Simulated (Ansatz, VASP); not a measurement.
# Two plane-wave programs on CsBr

The input INCAR:

```
PREC = Accurate ; ENCUT = 520
EDIFF = 1E-7 ; ISMEAR = -1
SIGMA = 0.05 ; LREAL = F
LASPH = T ; NELM = 60
ALGO = Normal ; ISIF = 2
LWAVE = F ; LCHARG = F
GGA = PE ; NBANDS = 15
```

KPOINTS

```
regular mesh
0
Gamma
  6 6 6
```

Contents of POSCAR:

```
CsBr
1.0
    4.2671606992      0.0000000000      0.0000000000
    0.0000000000      4.2671606992      0.0000000000
    0.0000000000      0.0000000000      4.2671606992
Cs Br
1 1
Direct
    0.0000000000      0.0000000000      0.0000000000
    0.5000000000      0.5000000000      0.5000000000
```

Contents of input.yaml:

```yaml
crystal:
  lattice:
    - [4.2671606992, 0.0, 0.0]
    - [0.0, 4.2671606992, 0.0]
    - [0.0, 0.0, 4.2671606992]
  atoms:
    - { symbol: Cs, position: [0.0, 0.0, 0.0] }
    - { symbol: Br, position: [0.5, 0.5, 0.5] }
hamiltonian:
  xc: pbe
  pseudopotentials: { kind: paw }
kpoints:
  mp_grid: { grid: [6, 6, 6] }
scf:
  occupations: { method: fermi_dirac, width: 0.05 }
output:
  forces: true
  stress: true
  eigenvalues: true
```

Change from the starting cell: volume scaled by 0.96.

Alike in both runs: task single point; functional PBE; k mesh 6 × 6 × 6; occupations fermi-dirac, width 0.05 eV; no spin polarisation.

```csv
,VASP,Ansatz
version,VASP 6.6.1,Ansatz 0.2.0
potentials or method,"VASP PAW PBE potentials, release 64 (Cs_sv, Br)",Ansatz PAW
plane-wave cutoff (eV),520,420
valence electrons in the cell,16,16
```

Ansatz gave:

* gap on the k mesh at the Fermi level (eV): 4.58
* least direct gap on the mesh (eV): 4.58
* pressure (GPa): 1.3

Question: Which values does VASP return?

Answer: gap on the k mesh at the Fermi level (eV): 4.57; least direct gap on the mesh (eV): 4.57; pressure (GPa): 1.3.

With one functional, cell and mesh, what is left measures potentials, basis and numerics.

Caveats: spin-orbit coupling is left out, which moves the levels of the heavy elements.
